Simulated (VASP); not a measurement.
Output of a VASP run:

OUTCAR:
```
 ion  position               nearest neighbor table
   1  0.000  0.000  0.000-   3 2.72   3 2.72   3 2.72   2 2.72   3 2.72   2 2.72   2 2.72   2 2.72
  LATTYP: Found a face centered cubic cell.
 ALAT       =     6.2884367640
 Subroutine PRICEL returns:
 Original cell was already a primitive cell.
 Subroutine GETGRP returns: Found 48 space group operations
The static configuration has the point symmetry O_h .
The dynamic configuration has the point symmetry O_h .
 Subroutine INISYM returns: Found 48 space group operations
 Subroutine IBZKPT returns following result:
 Found     16 irreducible k-points:

 Following reciprocal coordinates:
            Coordinates               Weight
  0.000000  0.000000  0.000000      1.000000
  0.166667  0.000000  0.000000      8.000000
  0.333333  0.000000  0.000000      8.000000
  0.500000  0.000000  0.000000      4.000000
  0.166667  0.166667  0.000000      6.000000
  0.333333  0.166667  0.000000     24.000000
  0.500000  0.166667  0.000000     24.000000
 -0.333333  0.166667  0.000000     24.000000
 -0.166667  0.166667  0.000000     12.000000
  0.333333  0.333333  0.000000      6.000000
  0.500000  0.333333  0.000000     24.000000
 -0.333333  0.333333  0.000000     12.000000
  0.500000  0.500000  0.000000      3.000000
  0.500000  0.333333  0.166667     24.000000
 -0.333333  0.333333  0.166667     24.000000
 -0.333333  0.500000  0.166667     12.000000
   k-points           NKPTS =     16   k-points in BZ     NKDIM =     16   number of bands    NBANDS=     16
   number of dos      NEDOS =    301   number of ions     NIONS =      3
   total plane-waves  NPLWV =  46656
   dimension x,y,z NGX =    36 NGY =   36 NGZ =   36
   dimension x,y,z NGXF=    72 NGYF=   72 NGZF=   72
   ions per type =               1   2
   PREC   = accura    normal or accurate (medium, high low for compatibility)
   ISTART =      0    job   : 0-new  1-cont  2-samecut
   ICHARG =      2    charge: 1-file 2-atom 10-const
   ISPIN  =      1    spin polarized calculation?
   LNONCOLLINEAR =      F non collinear calculations
   LSORBIT =      F    spin-orbit coupling
   INIWAV =      1    electr: 0-lowe 1-rand  2-diag
   ENCUT  =  620.0 eV  45.57 Ry    6.75 a.u.   9.03  9.03  9.03*2*pi/ulx,y,z
   NELM   =    100;   NELMIN=  2; NELMDL= -5     # of ELM steps
   EDIFF  = 0.1E-05   stopping-criterion for ELM
   LREAL  =      F    real-space projection
   NLSPLINE    = F    spline interpolate recip. space projectors
   LMAXMIX     =    4 max onsite mixed and CHGCAR
   VOSKOWN=      0    Vosko Wilk Nusair interpolation
   EDIFFG = -.2E-01   stopping-criterion for IOM
   NSW    =     40    number of steps for IOM
   NBLOCK =      1;   KBLOCK =     40    inner block; outer block
   IBRION =      2    ionic relax: 0-MD 1-quasi-New 2-CG
   NFREE  =      1    steps in history (QN), initial steepest desc. (CG)
   ISIF   =      3    stress and relaxation
   ISYM   =      2    0-nonsym 1-usesym 2-fastsym
   TEIN   =    0.0    initial temperature
   TEBEG  =    0.0;   TEEND  =   0.0 temperature during run
   SMASS  =  -3.00    Nose mass-parameter (am)
   PSTRESS=    0.0 pullay stress
   NELECT =      24.0000    total number of electrons
   EFERMI =   0.00;   METHOD = LEGACY
   ISMEAR =     0;   SIGMA  =   0.05  broadening in eV -4-tet -1-fermi 0-gaus
   IALGO  =     38    algorithm
   LDIAG  =      T    sub-space diagonalisation (order eigenvalues)
   IMIX   =      4    mixing-type and parameters
     AMIX     =   0.40;   BMIX     =  1.00
     AMIX_MAG =   1.60;   BMIX_MAG =  1.00
     AMIN     =   0.10
   GGA     = PE    functional components
   VOSKOWN =     0    Vosko Wilk Nusair interpolation
   LHFCALC =     F    Hartree Fock is set to
   LHFONE  =     F    Hartree Fock one center treatment
   AEXX    =    0.0000 exact exchange contribution
   IVDW    =     0    specifies the selected vdW correction
   LEPSILON=     F    determine dielectric tensor
   LRPA    =     F    only Hartree local field effects (RPA)
  energy-cutoff  :      620.00
...
```

File OSZICAR:
```
       N       E                     dE             d eps       ncg     rms          rms(c)
DAV:   1     0.175752045195E+03    0.17575E+03   -0.14415E+04   512   0.159E+03
DAV:   2    -0.112270635160E+02   -0.18698E+03   -0.18442E+03   632   0.309E+02
DAV:   3    -0.187967280046E+02   -0.75697E+01   -0.75615E+01   680   0.720E+01
DAV:   4    -0.189189192781E+02   -0.12219E+00   -0.12217E+00   688   0.730E+00
DAV:   5    -0.189226740066E+02   -0.37547E-02   -0.37547E-02   696   0.859E-01    0.844E+00
DAV:   6    -0.171120156577E+02    0.18107E+01   -0.10135E+01   512   0.246E+01    0.418E+00
DAV:   7    -0.171052746373E+02    0.67410E-02   -0.36380E-01   640   0.559E+00    0.209E+00
DAV:   8    -0.171223989582E+02   -0.17124E-01   -0.60191E-02   576   0.304E+00    0.275E-01
DAV:   9    -0.171314856589E+02   -0.90867E-02   -0.14181E-02   640   0.887E-01    0.151E-01
DAV:  10    -0.171341780335E+02   -0.26924E-02   -0.39767E-03   536   0.470E-01    0.437E-02
DAV:  11    -0.171341696832E+02    0.83503E-05   -0.42818E-04   688   0.163E-01    0.218E-02
DAV:  12    -0.171341872579E+02   -0.17575E-04   -0.81717E-05   512   0.687E-02    0.281E-03
DAV:  13    -0.171341877477E+02   -0.48977E-06   -0.17546E-06   584   0.106E-02
   1 F= -.17134188E+02 E0= -.17134188E+02  d E =-.171342E+02
       N       E                     dE             d eps       ncg     rms          rms(c)
DAV:   1    -0.171394783756E+02   -0.52911E-02   -0.10924E-01   512   0.300E+00    0.566E-01
DAV:   2    -0.171348386183E+02    0.46398E-02   -0.27452E-02   512   0.123E+00    0.951E-02
DAV:   3    -0.171345049389E+02    0.33368E-03   -0.85505E-04   576   0.264E-01    0.535E-02
DAV:   4    -0.171344116220E+02    0.93317E-04   -0.47031E-04   736   0.144E-01    0.166E-02
DAV:   5    -0.171344157064E+02   -0.40844E-05   -0.13075E-05   512   0.307E-02    0.889E-03
DAV:   6    -0.171344239993E+02   -0.82929E-05   -0.46406E-06   664   0.206E-02    0.286E-03
DAV:   7    -0.171344234654E+02    0.53387E-06   -0.38926E-07   288   0.488E-03
   2 F= -.17134423E+02 E0= -.17134423E+02  d E =-.235718E-03
```

File OUTCAR:
```
------------------------ aborting loop because EDIFF is reached ----------------------------------------
  FORCE on cell =-STRESS in cart. coord.  units (eV):
  Direction    XX          YY          ZZ          XY          YZ          ZX
  --------------------------------------------------------------------------------------
  Total        0.0001106      0.0001106      0.0001106      0.0000000      0.0000000      0.0000000
  in kB        0.0028625      0.0028625      0.0028625      0.0000000      0.0000000      0.0000000
  external PRESSURE =       0.0028625 kB  Pullay stress =       0.0000000 kB
  volume of cell :       61.88
      direct lattice vectors                 reciprocal lattice vectors
     0.000000000  3.139308530  3.139308530    -0.159270742  0.159270742  0.159270742
     3.139308530 -0.000000000  3.139308530     0.159270742 -0.159270742  0.159270742
     3.139308530  3.139308530  0.000000000     0.159270742  0.159270742 -0.159270742
 POSITION                                       TOTAL-FORCE (eV/Angst)
 -----------------------------------------------------------------------------------
      3.13931      6.27862      3.13931         0.000000      0.000000     -0.000000
      1.56965      1.56965      1.56965        -0.000000     -0.000000     -0.000000
      4.70896      4.70896      4.70896         0.000000      0.000000      0.000000
 -----------------------------------------------------------------------------------
    total drift:                                0.000000      0.000000      0.000000
  FREE ENERGIE OF THE ION-ELECTRON SYSTEM (eV)
  ---------------------------------------------------
  free  energy   TOTEN  =       -17.1344234654 eV

  energy  without entropy=      -17.1344234654  energy(sigma->0) =      -17.13442347

 reached required accuracy - stopping structural energy minimisation
```
(Selected blocks of OUTCAR.)

**POSCAR**
```
BaF2
1
    0.0000000000     3.1442183820     3.1442183820
    3.1442183820     0.0000000000     3.1442183820
    3.1442183820     3.1442183820     0.0000000000
Ba F
1 2
Direct
  0.0000000000   0.0000000000   0.0000000000
  0.2500000000   0.2500000000   0.2500000000
  0.7500000000   0.7500000000   0.7500000000
```

**Question.** Reconstruct the remaining input files.

**Answer.** One answer among several that fit: the input of the run itself, PBE GGA, plane waves, VASP's PBE PAW potentials (set 64).

### KPOINTS
```
kpoints
0
gamma
 6 6 6
```

INCAR:
```
PREC=Accurate
LREAL=.FALSE.
ISMEAR=0   # Gaussian
IBRION=2
LASPH=.TRUE.   # aspherical one-centre terms
SYSTEM=BaF2
ISIF=3   # ions, shape and volume
EDIFFG=-0.02
GGA=PE
EDIFF=1E-6   # SCF stop (eV)
LMAXMIX=4
LWAVE=.FALSE.
SIGMA=0.05   # width (eV)
ENCUT=620
LCHARG=.FALSE.
ALGO=Normal
NSW=40   # most ionic steps
NELM=100   # most electronic steps
```

POTCAR, in this order: Ba_sv F (PBE.64 set). Program: vasp_std.

The compound is BaF2 in the fluorite structure. This run relaxes it. Symmetry was kept, so distortions that lower it aren't found.
